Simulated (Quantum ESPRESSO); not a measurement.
**Au under changes of volume**

One of the cells (19.549 Å³/atom); the others are scaled copies at fixed shape and fractional positions:

```
Au
1.0
     2.81549    0.00000    0.00000
    -0.01296    2.82018    0.00000
    -1.13789   -1.18541    4.92401
Au
2
Cartesian
  1.5740 1.5533 1.3495
  0.0907 0.0815 3.5746
```

This isn't the form of Au at room conditions, which is fcc.

* Program: Quantum ESPRESSO 7.5
* Functional: r2SCAN
* Potentials or basis: SG15 PBE 1.2
* Cutoff: 952 eV
* Density cutoff: 3810 eV
* k mesh: 4 × 4 × 2
* Occupations: fermi-dirac, width 0.05 eV
* Spin: no spin polarisation

```csv
volume (Å³/atom),energy over the lowest point (meV/atom),pressure (GPa),largest force (eV/Å)
18.376,?,?,?
18.767,0.00,0.2,0.311
19.158,2.96,-2.7,0.283
19.549,12.47,-5.2,0.256
19.940,27.63,-7.3,0.234
20.331,47.70,-9.2,0.213
20.722,72.02,-10.8,0.194
```

**Question.** What does the run at 18.376 Å³/atom give?

**Answer.** Energy over the lowest point 4.57 meV/atom; pressure 3.5 GPa; largest force 0.339 eV/Å.

Worked out: A Birch-Murnaghan fit of order 3 (a polynomial in V^(-2/3)) to the other rows has its minimum at 18.80 Å³/atom with B0 = V·E''(V) = 146 GPa and B' = 5.8 at fixed shape and positions, which overstates the stiffness. It gives 4.55 meV/atom at 18.376 Å³/atom, against the run's 4.57, and -dE/dV = 3.6 GPa, against 3.5.

Energies are extrapolated to zero smearing.

Caveats: all runs use coarse meshes; the potentials were made for another functional, which shifts forces and pressure.
